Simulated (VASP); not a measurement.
# Rh (P6_3/mmc) in VASP: a series of runs

One crystal, Rh, is run at these levels: PBEsol; tasks: single point.

All numbers are computed with VASP 6.6.1; they aren't measurements. Logs are shortened: lines on timing, memory, paths and dates and some standing lists are left out, and cuts for length are marked.

### Step 1. The structure

Symmetry: P6_3/mmc, No. 194, hexagonal system. The conventional cell has a = 2.829 Å, b = 2.829 Å, c = 4.128 Å, α = 90.00°, β = 90.00°, γ = 120.00°. Around Rh (site symmetry -6m2) lie 12 Rh at 2.63 to 2.83 Å.

This isn't the form of Rh at room conditions, which is fcc.

### Step 2. Single point, PBEsol

INCAR

```
SYSTEM = Rh
  ALGO = Normal
  EDIFF = 1E-6
  ENCUT = 520
  GGA = PS
  ISIF = 2
  ISMEAR = 0
  LASPH = .True.
  LCHARG = .True.
  LELF = .True.
  LREAL = .False.
  LVHAR = .True.
  LWAVE = .False.
  NBANDS = 22
  NELM = 100
  PREC = Accurate
  SIGMA = 0.1
```

KPOINTS

```
k-points
0
Gamma
  13 13 7
  0 0 0
```

POSCAR

```
Rh
1.0
    2.8285955740      0.0000000000      0.0000000000
   -1.4142983049      2.4496354260      0.0000000000
    0.0000000000      0.0000000000      4.1281034919
Rh
2
Direct
    0.6666666667      0.3333333333      0.7500000000
    0.3333333333      0.6666666667      0.2500000000
```

Potentials or basis: VASP PAW PBE potentials, release 64 (Rh_pv).

Run with:

```
cat potpaw_PBE.64/Rh_pv/POTCAR > POTCAR
mpirun -np 1 vasp_std > vasp.out
```

OUTCAR:

```text
SYSTEM = Rh
   EDIFF = 1E-6
   ENCUT = 520
   GGA = PS
   ISIF = 2
   ISMEAR = 0
   LASPH = .True.
   LREAL = .False.
   NELM = 100
   PREC = Accurate

 ion  position               nearest neighbor table
   1  0.667  0.333  0.750-   2 2.63   2 2.63   2 2.63   2 2.63   2 2.63   2 2.63
   2  0.333  0.667  0.250-   1 2.63   1 2.63   1 2.63   1 2.63   1 2.63   1 2.63

  LATTYP: Found a hexagonal cell.
 ALAT       =     2.8285955740
 C/A-ratio  =     1.4594180695

  Lattice vectors:

 A1 = (   2.8285955740,   0.0000000000,   0.0000000000)
 A2 = (  -1.4142983049,   2.4496354260,   0.0000000000)
 A3 = (   0.0000000000,   0.0000000000,   4.1281034919)

Analysis of symmetry for initial positions (statically):
=====================================================================
 Subroutine PRICEL returns:
 Original cell was already a primitive cell.

 Routine SETGRP: Setting up the symmetry group for a
 hexagonal supercell.

 Subroutine GETGRP returns: Found 24 space group operations
 (whereof 12 operations were pure point group operations)
 out of a pool of 24 trial point group operations.

The static configuration has the point symmetry D_3d.
 The point group associated with its full space group is D_6h.

Analysis of symmetry for dynamics (positions and initial velocities):
=====================================================================
 Subroutine PRICEL returns:
 Original cell was already a primitive cell.

 Routine SETGRP: Setting up the symmetry group for a
 hexagonal supercell.

 Subroutine GETGRP returns: Found 24 space group operations
 (whereof 12 operations were pure point group operations)
 out of a pool of 24 trial point group operations.

The dynamic configuration has the point symmetry D_3d.
 The point group associated with its full space group is D_6h.

 Subroutine INISYM returns: Found 24 space group operations
 (whereof 12 operations are pure point group operations),
 and found     1 'primitive' translations

----------------------------------------------------------------------------------------

                                     Primitive cell

  volume of cell :      28.6037

  direct lattice vectors                    reciprocal lattice vectors
     2.828595574  0.000000000  0.000000000     0.353532336  0.204112080  0.000000000
    -1.414298305  2.449635426  0.000000000     0.000000000  0.408224011  0.000000000
     0.000000000  0.000000000  4.128103492     0.000000000  0.000000000  0.242241989

  length of vectors
     2.828595574  2.828595661  4.128103492     0.408224024  0.408224011  0.242241989

  position of ions in fractional coordinates (direct lattice)
     0.666666667  0.333333333  0.750000000
     0.333333333  0.666666667  0.250000000

  ion indices of the primitive-cell ions
   primitive index   ion index
                 1           1
                 2           2

----------------------------------------------------------------------------------------

 KPOINTS: k-points

Automatic generation of k-mesh.
 Grid dimensions read from file:
 generate k-points for:   13   13    7

 Generating k-lattice:

  Cartesian coordinates                     Fractional coordinates (reciprocal lattice)
     0.027194795  0.015700929  0.000000000     0.076923077  0.000000000  0.000000000
     0.000000000  0.031401847  0.000000000     0.000000000  0.076923077  0.000000000
     0.000000000  0.000000000  0.034605998     0.000000000  0.000000000  0.142857143

  Length of vectors
     0.031401848  0.031401847  0.034605998

  Shift w.r.t. Gamma in fractional coordinates (k-lattice)
     0.000000000  0.000000000  0.000000000

 Subroutine IBZKPT returns following result:
 ===========================================

 Found     84 irreducible k-points:

 Following reciprocal coordinates:
            Coordinates               Weight
  0.000000  0.000000  0.000000      1.000000
  0.076923  0.000000  0.000000      6.000000
  0.153846  0.000000  0.000000      6.000000
  0.230769  0.000000  0.000000      6.000000
  0.307692  0.000000  0.000000      6.000000
  0.384615  0.000000  0.000000      6.000000
[... 16 lines left out ...]
  0.076923  0.000000  0.142857     12.000000
  0.153846  0.000000  0.142857     12.000000
 [... further k-points ...]
   k-points           NKPTS =     84   k-points in BZ     NKDIM =     84   number of bands    NBANDS=     22
   number of dos      NEDOS =    301   number of ions     NIONS =      2
   total plane-waves  NPLWV =  18432
   dimension x,y,z NGX =    24 NGY =   24 NGZ =   32
   dimension x,y,z NGXF=    48 NGYF=   48 NGZF=   64
   ions per type =               2
   NGX,Y,Z   is equivalent  to a cutoff of  14.11, 14.11, 12.89 a.u.
   NGXF,Y,Z  is equivalent  to a cutoff of  28.21, 28.21, 25.77 a.u.
 SYSTEM =  Rh
   PREC   = accura    normal or accurate (medium, high low for compatibility)
   ISTART =      0    job   : 0-new  1-cont  2-samecut
   ICHARG =      2    charge: 1-file 2-atom 10-const
   ISPIN  =      1    spin polarized calculation?
   LNONCOLLINEAR =      F non collinear calculations
   LSORBIT =      F    spin-orbit coupling
   LASPH  =      T    aspherical Exc in radial PAW
   ENCUT  =  520.0 eV  38.22 Ry    6.18 a.u.   5.26  5.26  7.68*2*pi/ulx,y,z
   NELM   =    100;   NELMIN=  2; NELMDL= -5     # of ELM steps
   EDIFF  = 0.1E-05   stopping-criterion for ELM
   LREAL  =      F    real-space projection
   EDIFFG = 0.1E-04   stopping-criterion for IOM
   NSW    =      0    number of steps for IOM
   IBRION =     -1    ionic relax: 0-MD 1-quasi-New 2-CG
   NFREE  =      0    steps in history (QN), initial steepest desc. (CG)
   ISIF   =      2    stress and relaxation
   ISYM   =      2    0-nonsym 1-usesym 2-fastsym
   POTIM  = 0.5000    time-step for ionic-motion
   TEBEG  =    0.0;   TEEND  =   0.0 temperature during run
   PSTRESS=    0.0 pullay stress
   NELECT =      30.0000    total number of electrons
   NUPDOWN=      -1.0000    fix difference up-down
   EMIN   =  10.00;   EMAX   =-10.00  energy-range for DOS
   EFERMI =   0.00;   METHOD = LEGACY
   ISMEAR =     0;   SIGMA  =   0.10  broadening in eV -4-tet -1-fermi 0-gaus
   EFERMI_NEDOS =   21; number of points for ismear=-14 and -15
   IALGO  =     38    algorithm
   IMIX   =      4    mixing-type and parameters
     AMIX     =   0.40;   BMIX     =  1.00
     AMIX_MAG =   1.60;   BMIX_MAG =  1.00
  volume/ion in A,a.u.               =      14.30        96.51
  Fermi-wavevector in a.u.,A,eV,Ry     =   1.663314  3.143208 37.642069  2.766614
  Thomas-Fermi vector in A             =   2.750053
   LORBIT       =      0    0 simple, 1 ext, 2 COOP (PROOUT), +10 PAW based schemes
   GGA     = PS    functional components
   LHFCALC =     F    Hartree Fock is set to
   AEXX    =    0.0000 exact exchange contribution
   IVDW    =     0    specifies the selected vdW correction
   LEPSILON=     F    determine dielectric tensor
   LRPA    =     F    only Hartree local field effects (RPA)
 non-spin polarized calculation
 Gauss-broadening in eV      SIGMA  =   0.10
  energy-cutoff  :      520.00
  volume of cell :       28.60
 maximum number of plane-waves:       780
 NGX is ok and might be reduce to    24

 number of electron      29.9999996 magnetization

 Free energy of the ion-electron system (eV)
  ---------------------------------------------------
  ext. energy  EPLUGINS =         0.00000000
  ---------------------------------------------------
  free energy    TOTEN  =       -16.00795703 eV

  energy without entropy =      -15.98544076  energy(sigma->0) =      -15.99669889

 E-fermi :  11.1837     XC(G=0): -13.9514

 val. band max:       11.1788136621   @ k =   0.3077   0.1538   0.0000
 cond. band min:      11.1856766345   @ k =   0.3077   0.3077   0.0000
 fundamental gap:      0.0068629724
 Fermi energy:        11.1837265029

 k-point     1 :       0.0000    0.0000    0.0000
  band No.  band energies     occupation
      1     -36.0166      2.00000
      2     -35.3386      2.00000
      3     -35.3386      2.00000
      4     -35.1964      2.00000
      5     -35.1767      2.00000
      6     -35.1767      2.00000
[... 14 lines left out ...]
     21      29.9448      0.00000
     22      30.6047      0.00000

 k-point     2 :       0.0769    0.0000    0.0000
  band No.  band energies     occupation
      1     -36.0038      2.00000
      2     -35.3571      2.00000
      3     -35.3465      2.00000
      4     -35.2049      2.00000
      5     -35.1972      2.00000
      6     -35.1782      2.00000
[... 14 lines left out ...]
     21      29.6805      0.00000
     22      30.7259      0.00000

 k-point     3 :       0.1538    0.0000    0.0000
  band No.  band energies     occupation
      1     -35.9668      2.00000
      2     -35.4086      2.00000
      3     -35.3677      2.00000
      4     -35.2533      2.00000
      5     -35.2299      2.00000
      6     -35.1829      2.00000
[... 14 lines left out ...]
     21      28.7273      0.00000
     22      28.8198      0.00000

 k-point     4 :       0.2308    0.0000    0.0000
  band No.  band energies     occupation
      1     -35.9095      2.00000
      2     -35.4818      2.00000
      3     -35.3964      2.00000
      4     -35.3306      2.00000
      5     -35.2702      2.00000
      6     -35.1907      2.00000
[... 14 lines left out ...]
     21      26.8577      0.00000
     22      28.9144      0.00000

 k-point     5 :       0.3077    0.0000    0.0000
  band No.  band energies     occupation
      1     -35.8387      2.00000
      2     -35.5605      2.00000
      3     -35.4258      2.00000
      4     -35.4104      2.00000
      5     -35.3229      2.00000
      6     -35.2001      2.00000
[... 417 lines left out ...]
 k-point    22 :       0.0000    0.0000    0.1429
  band No.  band energies     occupation
      1     -35.9776      2.00000
      2     -35.3306      2.00000
      3     -35.3306      2.00000
      4     -35.2388      2.00000
      5     -35.1847      2.00000
      6     -35.1847      2.00000
[... 14 lines left out ...]
     21      29.2103      0.00000
     22      31.3334      0.00000

 k-point    23 :       0.0769    0.0000    0.1429
  band No.  band energies     occupation
      1     -35.9669      2.00000
      2     -35.3481      2.00000
      3     -35.3382      2.00000
      4     -35.2601      2.00000
      5     -35.1911      2.00000
      6     -35.1866      2.00000
[... 14 lines left out ...]
     21      29.2114      0.00000
     22      30.2154      0.00000

 k-point    24 :       0.1538    0.0000    0.1429
  band No.  band energies     occupation
      1     -35.9365      2.00000
      2     -35.3965      2.00000
      3     -35.3586      2.00000
      4     -35.3170      2.00000
      5     -35.2109      2.00000
      6     -35.1921      2.00000
[... 14 lines left out ...]
     21      28.4359      0.00000
     22      28.9465      0.00000

 [... further k-points ...]

------------------------ aborting loop because EDIFF is reached ----------------------------------------

  FORCE on cell =-STRESS in cart. coord.  units (eV):
  Direction    XX          YY          ZZ          XY          YZ          ZX
  --------------------------------------------------------------------------------------
  -------------------------------------------------------------------------------------
  Total       -3.1481685     -3.1481680      0.5610131      0.0000007     -0.0000000      0.0000000
  in kB     -176.3379015   -176.3378730     31.4239419      0.0000373     -0.0000000      0.0000000
  external PRESSURE =    -107.0839442 kB  Pullay stress =       0.0000000 kB

 VOLUME and BASIS-vectors are now :
 -----------------------------------------------------------------------------
  energy-cutoff  :      520.00
  volume of cell :       28.60
      direct lattice vectors                 reciprocal lattice vectors
     2.828595574  0.000000000  0.000000000     0.353532336  0.204112080  0.000000000
    -1.414298305  2.449635426  0.000000000     0.000000000  0.408224011  0.000000000
     0.000000000  0.000000000  4.128103492     0.000000000  0.000000000  0.242241989

 POSITION                                       TOTAL-FORCE (eV/Angst)
 -----------------------------------------------------------------------------------
      1.41430      0.81655      3.09608         0.000000      0.000000      0.000000
     -0.00000      1.63309      1.03203        -0.000000     -0.000000      0.000000
 -----------------------------------------------------------------------------------
    total drift:                                0.000000     -0.000000      0.000000

  FREE ENERGIE OF THE ION-ELECTRON SYSTEM (eV)
  ---------------------------------------------------
  free  energy   TOTEN  =       -16.0079570272 eV

  energy  without entropy=      -15.9854407583  energy(sigma->0) =      -15.99669889
```

Run time: 15 s. Hardware: 1 thread of Intel Xeon 6975P-C (Granite Rapids), shared host; peak memory 0.17 GiB.

What came out:

```yaml
Free_energy: -16.0080 eV
Pressure: -10.7 GPa
Band_gap_on_the_k_mesh: none (metal or under the smearing width)
```

Caveat: the PAW data sets were made with another functional, which shifts forces and pressure a little.

### Step 3. Single point, PBEsol

This run uses another cell than the first one, of the same volume but with other edges.

INCAR

```
PREC = Accurate ; ENCUT = 520
EDIFF = 1E-6 ; ISMEAR = 0
SIGMA = 0.1 ; LREAL = False
LASPH = True ; NELM = 100
ALGO = Fast ; ISIF = 2
LWAVE = False ; LCHARG = False
GGA = PS ; NBANDS = 22
```

KPOINTS

```
Automatic mesh
0
Gamma
  13 13 7
```

POSCAR

```
Rh
1.0
    2.7620155093      0.0000000000      0.0000000000
   -1.3810082603      2.3919754033      0.0000000000
    0.0000000000      0.0000000000      4.3295231456
Rh
2
Direct
    0.6666666667      0.3333333333      0.7500000000
    0.3333333333      0.6666666667      0.2500000000
```

Potentials or basis: VASP PAW PBE potentials, release 64 (Rh_pv).

Run with:

```
cat potpaw_PBE.64/Rh_pv/POTCAR > POTCAR
mpirun -np 1 vasp_std > vasp.out
```

Wall time 17 s (1 thread of Intel Xeon 6975P-C (Granite Rapids), shared host); peak memory 0.17 GiB.

Results (log left out):

```
Free energy            : -16.1223 eV
Pressure               : -13.4 GPa
Band gap on the k mesh : none (metal or under the smearing width)
```

Stress tensor (GPa, compression positive):
```
-15.43   0.00   0.00
  0.00 -15.43   0.00
  0.00   0.00  -9.24
```

Levels at points of the mesh, in eV from the Fermi level:
```csv
k point,band 13,band 14,band 15,band 16,band 17,band 18
"(0.00, 0.00, 0.00)",-2.36,-2.06,-2.06,0.08,0.08,0.96
```

Caveat: the PAW data sets were made with another functional, which shifts forces and pressure a little.
